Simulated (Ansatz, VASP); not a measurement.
# Cross-check of Cr2GeC between VASP and Ansatz

One calculation is typed for both programs; each brings its own data sets. How far apart do they land? The two relaxations start from unlike cells of this crystal (the structure described is Ansatz's start), so only their ends are compared.

Method: plane waves, with VASP 6.6.1 beside it; relaxation of cell and atoms at LDA, in Ansatz 0.2.0.

### 1. Starting point

It takes space group P6_3/mmc (No. 194, hexagonal). The conventional cell has a = 2.982 Å, b = 2.982 Å, c = 12.217 Å, α = 90.00°, β = 90.00°, γ = 120.00°. Cr has 3 C at 2.03 Å and 3 Ge at 2.62 Å nearest. Nearest to Ge lie 6 Cr at 2.62 Å. Nearest to C lie 6 Cr at 2.03 Å. Farther neighbours are not listed.

### 2. VASP: relaxation of cell and atoms, LDA

The relaxed volume is the usual yardstick between codes: in a stiff, nearly cubic crystal its relative difference is about their pressure difference at one cell divided by the bulk modulus.

Lines of VASP's logs that name or quote its potential files are left out, and so is its time.

Input file INCAR:

```
SYSTEM = Cr2GeC
PREC = Accurate
ENCUT = 600
EDIFF = 1E-07
NELM = 200
ISMEAR = 1
SIGMA = 0.25
LREAL = .FALSE.
ALGO = Normal
GGA = CA
NBANDS = 56
ISPIN = 2
MAGMOM = 0 0 0 0 -0 -0 -0 -0
LASPH = .TRUE.
LMAXMIX = 4
LORBIT = 11
LWAVE = .FALSE.
LCHARG = .FALSE.
ISIF = 3
IBRION = 2
NSW = 80
EDIFFG = -0.005
GGA_COMPAT = .FALSE.
NELMIN = 4
KPAR = 2
```

Input file POSCAR:

```
Cr2GeC
1.0
    2.8800658996      0.0000000198      0.0000000000
   -1.4400334155      2.4942106933      0.0000000000
    0.0000000000      0.0000000000     11.7699708166
Cr Ge C
4 2 2
Direct
    0.6666668257      0.3333332043      0.5859980669
    0.3333335097      0.6666667957      0.4140019331
    0.3333335097      0.6666667957      0.0859980669
    0.6666668257      0.3333332043      0.9140019331
    0.6666668257      0.3333332043      0.2499999591
    0.3333335097      0.6666667957      0.7499999591
    0.0000000000      0.0000000000      0.5000000000
    0.0000000000      0.0000000000      0.0000000000
```

Input file KPOINTS:

```
Automatic mesh
0
Gamma
15 15 4
0 0 0
```

The projector-augmented-wave data sets are Cr_pv, Ge_d and C (LDA family, release 64).

Launch:

```sh
$ mpirun -np 2 vasp_std
```

Numbers of over 12 decimals in the logs are rounded to 6 here.

What it wrote:

```text
[banner, memory and clock lines left out]
running    2 mpi-ranks, on    1 nodes
 distrk:  each k-point on    1 cores,    2 groups
 distr:  one band on    1 cores,    1 groups

 POSCAR found type information on POSCAR CrGeC
 POSCAR found :  3 types and       8 ions
 LDA part: xc-table for (Slater(with rela. corr.)+CA(PZ))
 , standard interpolation
 POSCAR, INCAR and KPOINTS ok, starting setup
 FFT: planning ... GRIDC
 FFT: planning ... GRID_SOFT
 FFT: planning ... GRID
 WAVECAR not read
 entering main loop
       N       E                     dE             d eps       ncg     rms          rms(c)
DAV:   1     0.112956477031E+04    0.11296E+04   -0.45511E+04 23728   0.367E+03
DAV:   2     0.892038356885E+02   -0.10404E+04   -0.98646E+03 18144   0.875E+02
DAV:   3    -0.761906286185E+02   -0.16539E+03   -0.15819E+03 19408   0.245E+02
DAV:   4    -0.893081591526E+02   -0.13118E+02   -0.12925E+02 21920   0.718E+01
DAV:   5    -0.898065902028E+02   -0.49843E+00   -0.49795E+00 21840   0.147E+01    0.381E+01
DAV:   6    -0.805452701740E+02    0.92613E+01   -0.12677E+02 21232   0.697E+01    0.202E+01
DAV:   7    -0.751367984712E+02    0.54085E+01   -0.46874E+01 21024   0.467E+01    0.961E+00
DAV:   8    -0.746369623114E+02    0.49984E+00   -0.42910E+00 21088   0.109E+01    0.361E+00
DAV:   9    -0.745284633257E+02    0.10850E+00   -0.45923E-01 22296   0.413E+00    0.664E-01
DAV:  10    -0.745265884793E+02    0.18748E-02   -0.56121E-02 21544   0.156E+00    0.290E-01
DAV:  11    -0.745268243313E+02   -0.23585E-03   -0.64680E-03 28680   0.366E-01    0.156E-01
DAV:  12    -0.745269218704E+02   -0.97539E-04   -0.78225E-04 23256   0.184E-01    0.878E-02
DAV:  13    -0.745268444121E+02    0.77458E-04   -0.23132E-04 22080   0.102E-01    0.142E-02
DAV:  14    -0.745268454370E+02   -0.10249E-05   -0.27182E-05 23864   0.218E-02    0.494E-03
DAV:  15    -0.745268453318E+02    0.10518E-06   -0.17751E-06 22832   0.932E-03    0.282E-03
DAV:  16    -0.745268452574E+02    0.74395E-07   -0.52807E-07 18288   0.523E-03
   1 F= -.74526845E+02 E0= -.74530816E+02  d E =-.745268E+02  mag=     0.0001
 curvature:   0.00 expect dE= 0.000E+00 dE for cont linesearch  0.000E+00
 trial: gam= 0.00000 g(F)=  0.983E-06 g(S)=  0.319E-04 ort = 0.000E+00 (trialstep = 0.100E+01)
 search vector abs. value=  0.328E-04
 bond charge predicted
       N       E                     dE             d eps       ncg     rms          rms(c)
DAV:   1    -0.745274918019E+02   -0.64647E-03   -0.11257E-02 21120   0.105E+00    0.217E-01
DAV:   2    -0.745272119539E+02    0.27985E-03   -0.48661E-03 21000   0.516E-01    0.130E-01
DAV:   3    -0.745268785751E+02    0.33338E-03   -0.12506E-03 21176   0.276E-01    0.506E-02
DAV:   4    -0.745268409216E+02    0.37653E-04   -0.18717E-04 21920   0.877E-02    0.137E-02
DAV:   5    -0.745268382479E+02    0.26737E-05   -0.93246E-06 23872   0.265E-02    0.896E-03
DAV:   6    -0.745268371447E+02    0.11032E-05   -0.51652E-06 24168   0.168E-02    0.223E-03
DAV:   7    -0.745268371037E+02    0.41076E-07   -0.34048E-07 17192   0.350E-03
   2 F= -.74526837E+02 E0= -.74530811E+02  d E =0.815375E-05  mag=     0.0000
 trial-energy change:    0.000008  1 .order    0.000008   -0.000033    0.000048
 step:   0.3961(harm=  0.4062)  dis= 0.00004  next Energy=   -74.526852 (dE=-0.647E-05)
 bond charge predicted
       N       E                     dE             d eps       ncg     rms          rms(c)
DAV:   1    -0.745270905306E+02   -0.25339E-03   -0.41037E-03 20992   0.632E-01    0.131E-01
DAV:   2    -0.745269879141E+02    0.10262E-03   -0.17639E-03 20936   0.310E-01    0.780E-02
DAV:   3    -0.745268673870E+02    0.12053E-03   -0.45392E-04 21064   0.166E-01    0.306E-02
DAV:   4    -0.745268535080E+02    0.13879E-04   -0.68194E-05 21592   0.531E-02    0.817E-03
DAV:   5    -0.745268525700E+02    0.93799E-06   -0.33349E-06 22592   0.159E-02    0.541E-03
DAV:   6    -0.745268521582E+02    0.41183E-06   -0.19102E-06 22216   0.105E-02    0.132E-03
DAV:   7    -0.745268521395E+02    0.18650E-07   -0.12027E-07 13312   0.241E-03
   3 F= -.74526852E+02 E0= -.74530824E+02  d E =-.688210E-05  mag=     0.0000
 curvature:  -0.20 expect dE=-0.539E-06 dE for cont linesearch -0.107E-06
 trial: gam= 0.00000 g(F)=  0.488E-06 g(S)=  0.216E-05 ort =-0.415E-05 (trialstep = 0.879E+00)
 search vector abs. value=  0.265E-05
 reached required accuracy - stopping structural energy minimisation
```

OUTCAR, selected parts (step 2):

```text
ion  position               nearest neighbor table
   1  0.667  0.333  0.586-   7 1.95   7 1.95   7 1.95   6 2.55   6 2.55   6 2.55   2 2.62   2 2.62
                             2 2.62
   2  0.333  0.667  0.414-   7 1.95   7 1.95   7 1.95   5 2.55   5 2.55   5 2.55   1 2.62   1 2.62
                             1 2.62
   3  0.333  0.667  0.086-   8 1.95   8 1.95   8 1.95   5 2.55   5 2.55   5 2.55   4 2.62   4 2.62
                             4 2.62
   4  0.667  0.333  0.914-   8 1.95   8 1.95   8 1.95   6 2.55   6 2.55   6 2.55   3 2.62   3 2.62
                             3 2.62
   5  0.667  0.333  0.250-   3 2.55   3 2.55   2 2.55   3 2.55   2 2.55   2 2.55
   6  0.333  0.667  0.750-   1 2.55   1 2.55   4 2.55   1 2.55   4 2.55   4 2.55
   7  0.000  0.000  0.500-   1 1.95   2 1.95   2 1.95   1 1.95   2 1.95   1 1.95
   8  0.000  0.000  0.000-   4 1.95   3 1.95   3 1.95   4 1.95   3 1.95   4 1.95

  LATTYP: Found a hexagonal cell.
 ALAT       =     2.8800658996
 C/A-ratio  =     4.0867019113

 Subroutine GETGRP returns: Found 24 space group operations
 (whereof 12 operations were pure point group operations)

The static configuration has the point symmetry D_3d.
 The point group associated with its full space group is D_6h.

 Found     81 irreducible k-points:

   k-points           NKPTS =     81   k-points in BZ     NKDIM =     81   number of bands    NBANDS=     56

   dimension x,y,z NGX =    24 NGY =   24 NGZ =   96
   dimension x,y,z NGXF=    48 NGYF=   48 NGZF=  192

   ENCUT  =  600.0 eV  44.10 Ry    6.64 a.u.   5.75  5.75 23.51*2*pi/ulx,y,z

   NELECT =      84.0000    total number of electrons

 k-points in reciprocal lattice and weights: Automatic mesh
   0.00000000  0.00000000  0.00000000       0.001
   0.06666667 -0.00000000  0.00000000       0.007
   0.13333333  0.00000000  0.00000000       0.007
   0.20000000 -0.00000000  0.00000000       0.007
   0.26666667  0.00000000  0.00000000       0.007
   0.33333333  0.00000000  0.00000000       0.007
   0.40000000 -0.00000000  0.00000000       0.007
   0.46666667 -0.00000000  0.00000000       0.007
   0.06666667  0.06666667  0.00000000       0.007
[...]
0.33333333  0.26666667  0.50000000       0.013
   0.33333333  0.33333333  0.50000000       0.002

 average (electrostatic) potential at core
       1 -66.6384       2 -66.6383       3 -66.6384       4 -66.6383       5 -69.3970
       6 -69.3970       7 -48.5864       8 -48.5864

 E-fermi :  10.7334

 spin component 1
 k-point     1 :       0.0000    0.0000    0.0000
  band No.  band energies     occupation
    ...
     40       9.7554      1.00000
     41      10.2000      1.00508
     42      10.2000      1.00508
     43      10.3683      1.02939
     44      10.3683      1.02939
     45      11.2458     -0.00678
     46      11.2458     -0.00678
     47      11.3146     -0.00244
     48      11.3146     -0.00244
     49      13.5111     -0.00000
    ...

 k-point     2 :       0.0667   -0.0000    0.0000
  band No.  band energies     occupation
    ...
     40       9.7618      1.00000
     41      10.0586      1.00045
     42      10.1717      1.00333
     43      10.3328      1.02296
     44      10.3563      1.02729
     45      11.2675     -0.00502
     46      11.2986     -0.00315
     47      11.3443     -0.00148
     48      11.3896     -0.00065
     49      13.5719     -0.00000
    ...

 k-point     3 :       0.1333    0.0000    0.0000
  band No.  band energies     occupation
    ...
     40       9.7169      1.00000
     41       9.8161      1.00000
     42      10.1603      1.00279
     43      10.3224      1.02106
     44      10.3701      1.02969
     45      11.2977     -0.00319
     46      11.4067     -0.00047
     47      11.4224     -0.00034
     48      11.6171     -0.00000
     49      13.6904     -0.00000
    ...

 k-point     4 :       0.2000   -0.0000    0.0000
  band No.  band energies     occupation
    ...
     40       9.7294      1.00000
     41       9.9794      1.00009
     42      10.2950      1.01628
     43      10.3992      1.03381
     44      10.4974      1.01826
     45      11.2897     -0.00361
     46      11.4611     -0.00015
     47      11.5544     -0.00002
     48      11.9817     -0.00000
     49      13.7257     -0.00000
    ...

 k-point     5 :       0.2667    0.0000    0.0000
  band No.  band energies     occupation
    ...
     39       9.7329      1.00000
     40       9.9836      1.00009
     41      10.2693      1.01236
     42      10.5261      0.99711
     43      10.5909      0.90604
     44      10.7606      0.40823
     45      11.2361     -0.00772
     46      11.4901     -0.00008
     47      11.6197     -0.00000
     48      12.4206     -0.00000
    ...

 k-point     6 :       0.3333    0.0000    0.0000
  band No.  band energies     occupation
    ...
     38       8.0698      1.00000
     39       9.9646      1.00006
     40      10.3037      1.01774
     41      10.6123      0.86126
     42      10.6721      0.70071
     43      10.9681     -0.01761
     44      11.0835     -0.03176
     45      11.1641     -0.01755
     46      11.5048     -0.00006
     47      11.5930     -0.00001
    ...

  Total       -0.0130373     -0.0130373      0.0043567      0.0000000      0.0000000      0.0000000
  in kB       -0.2469806     -0.2469807      0.0825333      0.0000000      0.0000000      0.0000000
  external PRESSURE =      -0.1371427 kB  Pullay stress =       0.0000000 kB

  energy-cutoff  :      600.00
  volume of cell :       84.57
      direct lattice vectors                 reciprocal lattice vectors
     2.880283244  0.000000020  0.000000000     0.347188075  0.200449157  0.000000000
    -1.440142088  2.494398920  0.000000000    -0.000000003  0.400898184  0.000000000
     0.000000000  0.000000000 11.771582233     0.000000000  0.000000000  0.084950347

 POSITION                                       TOTAL-FORCE (eV/Angst)
 -----------------------------------------------------------------------------------
      1.44014      0.83147      6.89817         0.000000      0.000000     -0.001590
      0.00000      1.66293      4.87341        -0.000000     -0.000000      0.001590
      0.00000      1.66293      1.01238        -0.000000     -0.000000     -0.001590
      1.44014      0.83147     10.75921         0.000000      0.000000      0.001590
      1.44014      0.83147      2.94290        -0.000000      0.000000      0.000000
      0.00000      1.66293      8.82869         0.000000     -0.000000      0.000000
      0.00000      0.00000      5.88579         0.000000     -0.000000      0.000000
      0.00000      0.00000      0.00000         0.000000     -0.000000      0.000000
 -----------------------------------------------------------------------------------
    total drift:                               -0.000940      0.000089     -0.000581

  FREE ENERGIE OF THE ION-ELECTRON SYSTEM (eV)
  ---------------------------------------------------
  free  energy   TOTEN  =       -74.5268521395 eV

  energy  without entropy=      -74.5387691752  energy(sigma->0) =      -74.53082448

 reached required accuracy - stopping structural energy minimisation

 total charge
# of ion       s       p       d       tot
------------------------------------------
    1        0.334   6.426   4.482  11.242
    2        0.334   6.426   4.482  11.242
    3        0.334   6.426   4.482  11.242
    4        0.334   6.426   4.482  11.242
    5        1.166   1.270  10.080  12.516
    6        1.166   1.270  10.080  12.516
    7        0.893   1.600   0.000   2.493
    8        0.893   1.600   0.000   2.493
--------------------------------------------------
tot          5.453  31.445  38.086  74.984

 magnetization (x)
# of ion       s       p       d       tot
------------------------------------------
    1        0.000   0.000   0.000   0.000
    2        0.000   0.000   0.000   0.000
    3        0.000   0.000   0.000   0.000
    4        0.000   0.000   0.000   0.000
    5        0.000   0.000   0.000   0.000
    6        0.000   0.000   0.000   0.000
    7       -0.000  -0.000   0.000  -0.000
    8       -0.000  -0.000   0.000  -0.000
--------------------------------------------------
tot          0.000   0.000   0.000   0.000

[... 1 further part left out ...]
```

CONTCAR:

```
Cr2GeC
   1.00000000000000
     2.8802832443929489    0.0000000197624074    0.0000000000000000
    -1.4401420879654687    2.4943989195371796    0.0000000000000000
     0.0000000000000000    0.0000000000000000   11.7715822329772042
  Cr              Ge              C
     4     2     2
Direct
     0.6666668256999984    0.3333332042999970    0.5860017326108125
     0.3333335096999974    0.6666667957000030    0.4139982673891875
     0.3333335096999974    0.6666667957000030    0.0860017326108125
     0.6666668256999984    0.3333332042999970    0.9139982673891875
     0.6666668256999984    0.3333332042999970    0.2499999591000019
     0.3333335096999974    0.6666667957000030    0.7499999591000019
     0.0000000000000000    0.0000000000000000    0.5000000000000000
     0.0000000000000000    0.0000000000000000    0.0000000000000000
```

This run allows spin, but its moments start at zero, where symmetry between the spins tends to hold them, although Cr can carry a moment.

(Continued in part 2 of 2.)

[Lines on the potential files, build, host, timing and source positions are cut from VASP's logs without a mark.]

[Logs are printed without paths, hosts, clocks, repeated set-up lines and the standing remarks that a program may print on its own settings, such as how far it seeks lower states.]

[Hosts, paths, dates, database ids (printed as entryN), source tags and the programs' standing remarks are cut or masked in the printed files.]
